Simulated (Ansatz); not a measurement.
# AlN: the cost of one run

Method: DFT LDA, scalar-relativistic, plane waves, PAW, in Ansatz 0.2.0.

## Step 1: Starting point

It takes space group P6_3mc (No. 186, hexagonal). The conventional cell has a = 3.089 Å, b = 3.089 Å, c = 4.944 Å, α = 90.00°, β = 90.00°, γ = 120.00°. Al (site symmetry 3m) has 4 N at 1.88 to 1.89 Å as nearest neighbours. Around N (site symmetry 3m) lie 4 Al at 1.88 to 1.89 Å.

Structure file:

```xyz
4
Lattice="3.0886 0.0000 0.0000 -1.5443 2.6748 0.0000 0.0000 0.0000 4.9436" Properties=species:S:1:pos:R:3 pbc="T T T"
Al    0.0000    1.7832    0.0075
Al    1.5443    0.8916    2.4793
N     0.0000    1.7832    1.8958
N     1.5443    0.8916    4.3676
```

This cell was relaxed beforehand with the same method: volume 10.21 Å³/atom, gap on the mesh 4.42 eV.

## Step 2: The scan

The energy is mapped over a normal mode and a strain (zone-centre modes of the cell shown) (x along [1 0 0], y along [1 2 0], z along [0 0 1] of the conventional cell).

First coordinate, amplitude of mode 4 (239 cm⁻¹), largest displacement in the unstrained cell: 7 values from −0.086 Å. Second coordinate, equal normal strain along x, y and z: 7 values from −2.50 %.

Nothing else is relaxed (the pattern is fixed in fractional coordinates). Energies count from the relaxed high-symmetry cell. Points are written as (first, second).

The modes come from a phonon run on the reference cell, made beforehand.

The patterns, per unit of each coordinate (Å):

```
atom      x1     y1     z1
 Al1   1.000  0.000  0.000
 Al2  -1.000  0.000  0.000
  N3  -0.892  0.000  0.000
  N4   0.892  0.000  0.000
```

## Step 3: Point (−0.029 Å, −2.50 %)

File input.yaml:

```yaml
crystal:
  lattice:
    - [3.0113999106, 0.0, 0.0]
    - [-1.5056999553, 2.6079488235, 0.0]
    - [0.0, 0.0, 4.8199946833]
  atoms:
    - { symbol: Al, position: [0.3240411434, 0.6666666667, 0.0015210182] }
    - { symbol: Al, position: [0.6759588566, 0.3333333333, 0.5015210182] }
    - { symbol: "N", position: [0.3416263521, 0.6666666667, 0.3834789818] }
    - { symbol: "N", position: [0.6583736479, 0.3333333333, 0.8834789818] }
basis:
  ecutwfc: 520.0
kpoints:
  mp_grid: { grid: [9, 9, 6] }
hamiltonian:
  xc: lda
  pseudopotentials: { kind: paw, azcp: { folder: soft_1 } }
scf:
  occupations: { method: gaussian, width: 0.05 }
output:
  forces: true
  stress: true
  eigenvalues: true
```

The run is started by

```bash
> ansatz run input.yaml --threads 1 --pin off --max-ram 2048MiB --backend cpu --events-out ev --progress --plain --runs-dir out
```

What time and memory should one allow on 1 thread of Arm Neoverse N1, shared host?

About 15 s, with a peak of 0.37 GiB.
